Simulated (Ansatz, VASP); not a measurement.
**One calculation of Ge, two programs**

```
Ge
1.0
     2.79245    0.00000    0.00000
    -1.39623    2.41834    0.00000
     0.00000    0.00000    2.59932
Ge
1
Cartesian
  0.0000 0.0000 0.0000
```

Alike in both runs: functional PBE; k mesh 16 × 16 × 15; occupations fermi-dirac, width 0.05 eV; no spin polarisation.

Ansatz relaxed the structure, and its values are those at the end. VASP's run is a single point on that final structure, the one shown.

```csv
,VASP,Ansatz
version,VASP 6.6.1,Ansatz 0.2.0
potentials or method,"VASP PAW PBE potentials, release 64 (Ge_d)","PAW with Ansatz's default frozen-core files, scalar-relativistic"
plane-wave cutoff (eV),520,420
valence electrons in the cell,14,14
```

|  | VASP | Ansatz | Ansatz less VASP |
| --- | --- | --- | --- |
| pressure (GPa) | 8.0 | 8.2 | +0.22 |

The functional is the same, so the differences come from potentials, cutoffs and numerics.
